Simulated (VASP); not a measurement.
# Nb (Im-3m) in VASP: a series of runs

The runs below take Nb through relaxation of cell and atoms, with LDA.

All numbers are computed with VASP 6.6.1; they aren't measurements. Logs are shortened: lines on timing, memory, paths and dates and some standing lists are left out, and cuts for length are marked.

## (1) The crystal as given

Symmetry: Im-3m, No. 229, cubic system. The conventional cell has a = 3.328 Å, b = 3.328 Å, c = 3.328 Å, α = 90.00°, β = 90.00°, γ = 90.00°. Around Nb (site symmetry m-3m) lie 8 Nb at 2.88 Å.

The cell was built by a generator and needn't be a form met in nature.

## (2) Relaxation of cell and atoms, LDA

Contents of INCAR:

```
SYSTEM = Nb
  PREC = Accurate
  ENCUT = 600
  EDIFF = 1E-6
  ISMEAR = 1
  SIGMA = 0.1
  LREAL = .False.
  LASPH = .True.
  NELM = 80
  ALGO = Normal
  ISIF = 3
  LWAVE = .False.
  LCHARG = .False.
  IBRION = 2
  NSW = 90
  EDIFFG = -0.01
```

Contents of KPOINTS:

```
Automatic mesh
0
Gamma
  16 16 16
  0 0 0
```

Contents of POSCAR:

```
Nb
1.0
   -1.6639500000      1.6639500000      1.6639500000
    1.6639500000     -1.6639500000      1.6639500000
    1.6639500000      1.6639500000     -1.6639500000
Nb
1
Direct
    0.0000000000      0.0000000000      0.0000000000
```

Potentials or basis: VASP PAW LDA potentials, release 64 (Nb_sv).

Run with:

```bash
$ cat potpaw_LDA.64/Nb_sv/POTCAR > POTCAR
$ mpirun -np 1 vasp_std > vasp.out
```

OUTCAR:

```text
SYSTEM = Nb
   PREC = Accurate
   ENCUT = 600
   EDIFF = 1E-6
   ISMEAR = 1
   LREAL = .False.
   LASPH = .True.
   NELM = 80
   ISIF = 3
   IBRION = 2
   NSW = 90
   EDIFFG = -0.01

 ion  position               nearest neighbor table
   1  0.000  0.000  0.000-

  LATTYP: Found a body centered cubic cell.
 ALAT       =     3.3279000000

  Lattice vectors:

 A1 = (  -1.6639500000,   1.6639500000,   1.6639500000)
 A2 = (   1.6639500000,  -1.6639500000,   1.6639500000)
 A3 = (   1.6639500000,   1.6639500000,  -1.6639500000)

Analysis of symmetry for initial positions (statically):
=====================================================================
 Subroutine PRICEL returns:
 Original cell was already a primitive cell.

 Routine SETGRP: Setting up the symmetry group for a
 body centered cubic supercell.

 Subroutine GETGRP returns: Found 48 space group operations
 (whereof 48 operations were pure point group operations)
 out of a pool of 48 trial point group operations.

The static configuration has the point symmetry O_h .

Analysis of symmetry for dynamics (positions and initial velocities):
=====================================================================
 Subroutine PRICEL returns:
 Original cell was already a primitive cell.

 Routine SETGRP: Setting up the symmetry group for a
 body centered cubic supercell.

 Subroutine GETGRP returns: Found 48 space group operations
 (whereof 48 operations were pure point group operations)
 out of a pool of 48 trial point group operations.

The dynamic configuration has the point symmetry O_h .

 Subroutine INISYM returns: Found 48 space group operations
 (whereof 48 operations are pure point group operations),
 and found     1 'primitive' translations

----------------------------------------------------------------------------------------

                                     Primitive cell

  volume of cell :      18.4281

  direct lattice vectors                    reciprocal lattice vectors
    -1.663950000  1.663950000  1.663950000     0.000000000  0.300489798  0.300489798
     1.663950000 -1.663950000  1.663950000     0.300489798  0.000000000  0.300489798
     1.663950000  1.663950000 -1.663950000     0.300489798  0.300489798  0.000000000

  length of vectors
     2.882045941  2.882045941  2.882045941     0.424956748  0.424956748  0.424956748

  position of ions in fractional coordinates (direct lattice)
     0.000000000  0.000000000  0.000000000

  ion indices of the primitive-cell ions
   primitive index   ion index
                 1           1

----------------------------------------------------------------------------------------

 KPOINTS: Automatic mesh

Automatic generation of k-mesh.
 Grid dimensions read from file:
 generate k-points for:   16   16   16

 Generating k-lattice:

  Cartesian coordinates                     Fractional coordinates (reciprocal lattice)
     0.000000000  0.018780612  0.018780612     0.062500000  0.000000000  0.000000000
     0.018780612  0.000000000  0.018780612     0.000000000  0.062500000  0.000000000
     0.018780612  0.018780612  0.000000000     0.000000000  0.000000000  0.062500000

  Length of vectors
     0.026559797  0.026559797  0.026559797

  Shift w.r.t. Gamma in fractional coordinates (k-lattice)
     0.000000000  0.000000000  0.000000000

 Subroutine IBZKPT returns following result:
 ===========================================

 Found    145 irreducible k-points:

 Following reciprocal coordinates:
            Coordinates               Weight
  0.000000  0.000000  0.000000      1.000000
  0.062500  0.000000  0.000000     12.000000
  0.125000  0.000000  0.000000     12.000000
  0.187500  0.000000  0.000000     12.000000
  0.250000  0.000000  0.000000     12.000000
  0.312500  0.000000  0.000000     12.000000
[... 16 lines left out ...]
  0.187500  0.187500  0.000000     24.000000
  0.250000  0.187500  0.000000     48.000000
 [... further k-points ...]
   k-points           NKPTS =    145   k-points in BZ     NKDIM =    145   number of bands    NBANDS=     10
   number of dos      NEDOS =    301   number of ions     NIONS =      1
   total plane-waves  NPLWV =  13824
   dimension x,y,z NGX =    24 NGY =   24 NGZ =   24
   dimension x,y,z NGXF=    48 NGYF=   48 NGZF=   48
   ions per type =               1
   NGX,Y,Z   is equivalent  to a cutoff of  13.84, 13.84, 13.84 a.u.
   NGXF,Y,Z  is equivalent  to a cutoff of  27.69, 27.69, 27.69 a.u.
 SYSTEM =  Nb
   PREC   = accura    normal or accurate (medium, high low for compatibility)
   ISTART =      0    job   : 0-new  1-cont  2-samecut
   ICHARG =      2    charge: 1-file 2-atom 10-const
   ISPIN  =      1    spin polarized calculation?
   LNONCOLLINEAR =      F non collinear calculations
   LSORBIT =      F    spin-orbit coupling
   LASPH  =      T    aspherical Exc in radial PAW
   ENCUT  =  600.0 eV  44.10 Ry    6.64 a.u.   5.76  5.76  5.76*2*pi/ulx,y,z
   NELM   =     80;   NELMIN=  2; NELMDL= -5     # of ELM steps
   EDIFF  = 0.1E-05   stopping-criterion for ELM
   LREAL  =      F    real-space projection
   EDIFFG = -.1E-01   stopping-criterion for IOM
   NSW    =     90    number of steps for IOM
   IBRION =      2    ionic relax: 0-MD 1-quasi-New 2-CG
   NFREE  =      1    steps in history (QN), initial steepest desc. (CG)
   ISIF   =      3    stress and relaxation
   ISYM   =      2    0-nonsym 1-usesym 2-fastsym
   POTIM  = 0.5000    time-step for ionic-motion
   TEBEG  =    0.0;   TEEND  =   0.0 temperature during run
   PSTRESS=    0.0 pullay stress
   NELECT =      13.0000    total number of electrons
   NUPDOWN=      -1.0000    fix difference up-down
   EMIN   =  10.00;   EMAX   =-10.00  energy-range for DOS
   EFERMI =   0.00;   METHOD = LEGACY
   ISMEAR =     1;   SIGMA  =   0.10  broadening in eV -4-tet -1-fermi 0-gaus
   EFERMI_NEDOS =   21; number of points for ismear=-14 and -15
   IALGO  =     38    algorithm
   IMIX   =      4    mixing-type and parameters
     AMIX     =   0.40;   BMIX     =  1.00
     AMIX_MAG =   1.60;   BMIX_MAG =  1.00
  volume/ion in A,a.u.               =      18.43       124.36
  Fermi-wavevector in a.u.,A,eV,Ry     =   1.457345  2.753983 28.896790  2.123854
  Thomas-Fermi vector in A             =   2.574157
   LORBIT       =      0    0 simple, 1 ext, 2 COOP (PROOUT), +10 PAW based schemes
   GGA     = CA    functional components
   LHFCALC =     F    Hartree Fock is set to
   AEXX    =    0.0000 exact exchange contribution
   IVDW    =     0    specifies the selected vdW correction
   LEPSILON=     F    determine dielectric tensor
   LRPA    =     F    only Hartree local field effects (RPA)
 conjugate gradient relaxation of ions
 non-spin polarized calculation
 Methfessel and Paxton  Order N= 1 SIGMA  =   0.10
  energy-cutoff  :      600.00
  volume of cell :       18.43
 maximum number of plane-waves:       630
   NGX = 11   NGY = 11   NGZ = 11

--------------------------------------- Ionic step        1  -------------------------------------------

 number of electron      12.9999999 magnetization

 Free energy of the ion-electron system (eV)
  ---------------------------------------------------
  ext. energy  EPLUGINS =         0.00000000
  ---------------------------------------------------
  free energy    TOTEN  =       -11.20444666 eV

  energy without entropy =      -11.20381208  energy(sigma->0) =      -11.20423513

------------------------ aborting loop because EDIFF is reached ----------------------------------------

  FORCE on cell =-STRESS in cart. coord.  units (eV):
  Direction    XX          YY          ZZ          XY          YZ          ZX
  --------------------------------------------------------------------------------------
  -------------------------------------------------------------------------------------
  Total       -1.4493313     -1.4493313     -1.4493313      0.0000000      0.0000000     -0.0000000
  in kB     -126.0078042   -126.0078042   -126.0078042      0.0000000      0.0000000     -0.0000000
  external PRESSURE =    -126.0078042 kB  Pullay stress =       0.0000000 kB
[... 195 lines left out ...]
  energy  without entropy=      -11.2602388702  energy(sigma->0) =      -11.26005262

--------------------------------------- Ionic step        7  -------------------------------------------

 number of electron      13.0000001 magnetization

 Free energy of the ion-electron system (eV)
  ---------------------------------------------------
  ext. energy  EPLUGINS =         0.00000000
  ---------------------------------------------------
  free energy    TOTEN  =       -11.25997610 eV

  energy without entropy =      -11.26026331  energy(sigma->0) =      -11.26007184

 E-fermi :  11.7111     XC(G=0): -12.9823

 val. band max:       11.7054518426   @ k =  -0.3125   0.3750   0.0625
 cond. band min:      11.7318608696   @ k =  -0.1875   0.1875   0.0625
 fundamental gap:      0.0264090270
 Fermi energy:        11.7110987338

 k-point     1 :       0.0000    0.0000    0.0000
  band No.  band energies     occupation
      1     -42.2848      2.00000
      2     -17.6109      2.00000
      3     -17.6109      2.00000
      4     -17.6109      2.00000
      5       5.7174      2.00000
      6      12.0488     -0.00002
      7      12.0488     -0.00002
      8      12.0488     -0.00002
      9      15.1265      0.00000
     10      15.1265      0.00000
[... 287 lines left out ...]
 k-point    24 :       0.2500    0.1875    0.0000
  band No.  band energies     occupation
      1     -42.0124      2.00000
      2     -18.8791      2.00000
      3     -18.1348      2.00000
      4     -17.7523      2.00000
      5       8.9103      2.00000
      6      10.3157      2.00000
      7      11.3342      2.00000
      8      14.5280      0.00000
      9      15.9854      0.00000
     10      18.0458      0.00000

 [... further k-points ...]
[... 5 lines left out ...]
  --------------------------------------------------------------------------------------
  -------------------------------------------------------------------------------------
  Total       -0.0006070     -0.0006070     -0.0006070      0.0000000      0.0000000     -0.0000000
  in kB       -0.0568549     -0.0568549     -0.0568549      0.0000000      0.0000000     -0.0000000
  external PRESSURE =      -0.0568549 kB  Pullay stress =       0.0000000 kB
[... 16 lines left out ...]
  FREE ENERGIE OF THE ION-ELECTRON SYSTEM (eV)
  ---------------------------------------------------
  free  energy   TOTEN  =       -11.2599760962 eV

  energy  without entropy=      -11.2602633148  energy(sigma->0) =      -11.26007184

 reached required accuracy - stopping structural energy minimisation
```

Run time: 52 s. Hardware: 1 thread of Intel Xeon Platinum 8488C (Sapphire Rapids), shared host; peak memory 0.16 GiB.

What came out:

```
Free energy                            : -11.2600 eV
Relaxed volume                         : 17.11 Å³/atom
Relaxed cell                           : a = 2.811 Å, b = 2.811 Å, c = 2.811 Å, α = 109.47°, β = 109.47°, γ = 109.47°
Space group after relaxing (to 0.05 Å) : Im-3m (No. 229)
Energy gained by relaxing              : 55.5 meV/atom
Ionic steps                            : 7
Pressure after relaxing                : 0.0 GPa
Band gap on the k mesh                 : none (metal or under the smearing width)
```

The path:
| step | energy change (eV) | largest force (eV/Å) | pressure (GPa) | volume (Å³) |
| --- | --- | --- | --- | --- |
| 1 | 0.0000 | 0.0000 | -12.60 | 18.43 |
| 2 | 0.1778 | 0.0000 | 36.22 | 14.83 |
| 3 | -0.0553 | 0.0000 | -0.79 | 17.18 |
| 4 | -0.0555 | 0.0000 | -0.15 | 17.12 |
| 5 | -0.0555 | 0.0000 | 0.15 | 17.09 |
| 6 | -0.0555 | 0.0000 | -0.24 | 17.13 |
| 7 | -0.0555 | 0.0000 | -0.01 | 17.11 |

Final structure:
```cif
data_structure
_symmetry_space_group_name_H-M 'P 1'
_symmetry_Int_Tables_number 1
_cell_length_a 2.8114
_cell_length_b 2.8114
_cell_length_c 2.8114
_cell_angle_alpha 109.471
_cell_angle_beta 109.471
_cell_angle_gamma 109.471
_cell_volume 17.11
loop_
_atom_site_label
_atom_site_type_symbol
_atom_site_fract_x
_atom_site_fract_y
_atom_site_fract_z
_atom_site_occupancy
Nb1 Nb 0.00000 0.00000 0.00000 1
```

Levels at points of the mesh, in eV from the Fermi level:
| k point | band 4 | band 5 | band 6 | band 7 | band 8 | band 9 |
| --- | --- | --- | --- | --- | --- | --- |
| (0.00, 0.00, 0.00) | -29.32 | -5.99 | 0.34 | 0.34 | 0.34 | 3.42 |
| (0.50, 0.00, 0.00) | -29.34 | -3.94 | -1.82 | 2.63 | 3.48 | 4.20 |
| (0.50, 0.50, 0.50) | -30.42 | -4.03 | -4.03 | 6.00 | 6.00 | 6.00 |

## (3) Relaxation of cell and atoms, LDA

This run uses another cell than the first one, of 17.11 Å³/atom, 0.928 times its volume.

INCAR, as its differences from that of step 2:

```diff
@@ -3,3 +3,3 @@
   ENCUT = 600
-  EDIFF = 1E-6
+  EDIFF = 1E-7
   ISMEAR = 1
@@ -15,2 +15,2 @@
   NSW = 90
-  EDIFFG = -0.01
+  EDIFFG = -0.005
```

KPOINTS is that of step 2.

Contents of POSCAR:

```
Nb                                      
1.0
   -1.6231798551      1.6231798551      1.6231798551
    1.6231798551     -1.6231798551      1.6231798551
    1.6231798551      1.6231798551     -1.6231798551
  Nb            
     1
Direct
     0.0000000000000000    0.0000000000000000    0.0000000000000000
```

Potentials or basis: VASP PAW LDA potentials, release 64 (Nb_sv).

Run with:

```bash
$ cat potpaw_LDA.64/Nb_sv/POTCAR > POTCAR
$ mpirun -np 1 vasp_std > vasp.out
```

Wall time 23 s (1 thread of Intel Xeon Platinum 8488C (Sapphire Rapids), shared host); peak memory 0.15 GiB.

Results (log left out):

* Free energy: -11.2593 eV
* Relaxed volume: 17.10 Å³/atom
* Relaxed cell: a = 2.811 Å, b = 2.811 Å, c = 2.811 Å, α = 109.47°, β = 109.47°, γ = 109.47°
* Space group after relaxing (to 0.05 Å): Im-3m (No. 229)
* Energy gained by relaxing: 0.0 meV/atom
* Ionic steps: 3
* Pressure after relaxing: 0.0 GPa
* Band gap on the k mesh: none (metal or under the smearing width)

Final structure:
```
Nb
1.0
    -1.62312    1.62312    1.62312
     1.62312   -1.62312    1.62312
     1.62312    1.62312   -1.62312
Nb
1
Direct
  0.00000 0.00000 0.00000
```

Levels at points of the mesh, in eV from the Fermi level:
```tsv
k point	band 2	band 3	band 4	band 5	band 6	band 7	band 8	band 9	band 10
(0.00, 0.00, 0.00)	-29.32	-29.32	-29.32	-5.99	0.34	0.34	0.34	3.42	3.42
(0.50, 0.00, 0.00)	-30.94	-29.83	-29.34	-3.94	-1.82	2.63	3.48	4.21	6.84
(0.50, 0.50, 0.50)	-30.42	-30.42	-30.42	-4.03	-4.03	6.00	6.00	6.00	9.54
```
